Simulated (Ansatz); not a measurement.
**Al: how the axes shrink under pressure**

Al, P6_3/mmc, a = 2.790 Å, c = 4.648 Å. This isn't the element's structure at ambient conditions. Ansatz: PBEsol+D3(BJ), PAW, 420 eV, Γ-centred 18×18×10 mesh on 2 atoms, Gaussian smearing 0.10 eV; no spin polarisation. Cell and atoms are relaxed at each pressure, and no other structure is tried, so the rows at high pressure may lie past a change of phase. y = 100 ln(c/c0) with c0 = 4.6479 Å, so nearly a change in per cent. The pressures are the targets, met within 0.03 GPa.

```tsv
P (GPa)	y	100 ln(a/a0)
-1.0	?	?
0.0	0.00	0.00
1.0	-0.38	-0.38
4.0	-1.43	-1.39
12.0	-5.29	-2.83
25.0	-7.87	-5.64
50.0	-11.48	-9.45
90.0	-15.73	-13.45
```

Question: Fit y = c1 P + c2 P² to the other rows, give the linear compressibility along c, and predict the missing y.

Answer: Least squares on the rows shown. y = −0.34695 P + 0.0019444 P². The linear compressibility along c is −c1/100 = 3.47 per TPa, against 2.48 along a from the same fit to the last column (its missing entry is 0.39): the crystal is softer along c at low pressure. The runs next to zero pressure give 3.89 and 3.81, so a parabola over the whole range misstates the start. With a term in P³ added, the coefficient of P becomes -0.4756, 37 % more, which shows how far this figure hangs on the form. At P = -1.0 the fit asked for gives 0.35. The run gave 0.40, so the fit is 0.05 too low, within the rms miss on the fitted rows (0.73): the form describes this series only roughly. The parabola turns at P = 89.2, between the two outer rows, which can neither show nor exclude a turn there.